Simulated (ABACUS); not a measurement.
**BAs in ABACUS: the effect of basis**

The system is BAs.

```
As B
1.0
     0.00000    2.43535    2.43535
     2.43535    0.00000    2.43535
     2.43535    2.43535    0.00000
As B
1 1
Direct
  0.75000 0.75000 0.75000
  0.00000 0.00000 0.00000
```

The cell isn't the ideal one: volume scaled by 1.06.

Alike in all runs:

```yaml
Program: ABACUS 3.10.1
Task: equation of state
Functional: PBE
Potentials_or_basis: PseudoDojo NC SR 0.4.1 PBE standard
k_mesh: 7 × 7 × 7
Occupations: fermi-dirac, width 0.05 eV
Spin: no spin polarisation
```

```tsv
basis	cutoff	gap on the mesh (eV)	pressure (GPa)
DZP	1361 eV	?	?
TZDP	1361 eV	1.28	-4.2
pw	1143 eV	1.27	-4.7
```

Question: What does the run with basis DZP give?

Answer: gap on the mesh 1.32 eV; pressure -2.3 GPa.

Caveats: an odd mesh through Γ misses points on the zone boundary, where band edges often lie; the atomic orbitals were generated for these runs and aren't a published set (some runs); the basis of atomic orbitals isn't converged, which shifts pressures, moduli and gaps (some runs).
